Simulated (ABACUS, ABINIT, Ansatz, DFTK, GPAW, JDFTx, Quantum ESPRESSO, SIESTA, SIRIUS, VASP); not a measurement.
## NaI: programs and potentials compared

```
I Na
1.0
     0.00000    3.23640    3.23640
     3.23640    0.00000    3.23640
     3.23640    3.23640    0.00000
I Na
1 1
Direct
  0.50000 0.50000 0.50000
  0.00000 0.00000 0.00000
```

Alike in all runs: task single point; functional PBEsol; k mesh 7 × 7 × 7; occupations fermi-dirac, width 0.05 eV; no spin polarisation; no spin-orbit coupling. Pressure is positive in compression and, in plane waves, holds the error of the finite cutoff.

```tsv
program and potentials	plane-wave cutoff (eV)	notes	pressure (GPa)
DFTK, PseudoDojo SR PBEsol 0.4.1 standard (PBEsol)	1197	8 valence electrons an atom on average	-0.53
JDFTx, PseudoDojo-SR-PBEsol-0.4.1-standard with smoothed tails	1197	8 valence electrons an atom on average	-0.53
ABACUS, PseudoDojo NC SR 0.4.1 PBEsol standard, plane waves	1211	8 valence electrons an atom on average	-0.52
SIESTA, files PseudoDojo sr-pbesol-0.4.1-standard, DZP (energy shift 0.003 Ry; two zetas on semicore shells)	-	atomic basis; 8 valence electrons an atom on average	-0.35
ABINIT, PseudoDojo NC SR PBEsol v0.4.1 standard	1197	8 valence electrons an atom on average	-0.53
Quantum ESPRESSO, GBRV 1.5 PBEsol	612	8 valence electrons an atom on average	-0.48
VASP, PBE PAW files I, Na_pv, 520 eV	520	potentials made for PBE; 7 valence electrons an atom on average	-0.48
Ansatz, all-electron LAPW, scalar-relativistic	-	-	-0.50
SIRIUS, PseudoDojo 0.4.1 PBEsol standard (scalar relativistic)	1202	8 valence electrons an atom on average	-0.52
GPAW, PAW data sets generated for this functional	800	7 valence electrons an atom on average	?
```

Problem. Estimate from the other rows what the run with GPAW, PAW data sets generated for this functional gave.

Solution. Pressure -0.49 GPa. The other rows, which needn't bracket it: pressure -0.53 to -0.35.
